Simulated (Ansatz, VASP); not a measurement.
**SbSe2: VASP beside Ansatz**

```
CELL_PARAMETERS angstrom
3.80314 0.00000 0.00000
0.00000 3.80314 0.00000
0.00000 0.00000 5.67007
ATOMIC_POSITIONS crystal
Sb 0.00000 0.00000 0.00000
Se 0.50000 0.50000 0.25696
Se 0.50000 0.50000 0.74304
```

Change from the starting cell: species swapped into the Ga2Cu type (P4/mmm, No. 123).

Alike in both runs: functional PBE; k mesh 12 × 12 × 8; occupations gaussian, width 0.1 eV; no spin polarisation.

Ansatz relaxed the structure, and its values are those at the end. VASP's run is a single point on that final structure, the one shown.

|  | VASP | Ansatz |
| --- | --- | --- |
| version | VASP 6.6.1 | Ansatz 0.2.0 |
| potentials or method | VASP PAW PBE potentials, release 64 (Sb, Se) | scalar-relativistic, plane waves, PAW |
| plane-wave cutoff (eV) | 520 | 420 |
| valence electrons in the cell | 17 | 47 |

|  | VASP | Ansatz | Ansatz less VASP |
| --- | --- | --- | --- |
| gap on the k mesh at the Fermi level (eV) | none | none | - |
| pressure (GPa) | -0.1 | 0.0 | +0.10 |
| rms of the force components (eV/Å) | 0.006 | 0.002 | -0.0040 |

A gap of «none» marks a metal or a gap that the smearing closes. The two sets of potentials don't hold the same shells in valence.

The runs have no spin-orbit coupling, so splittings on Sb are missing.
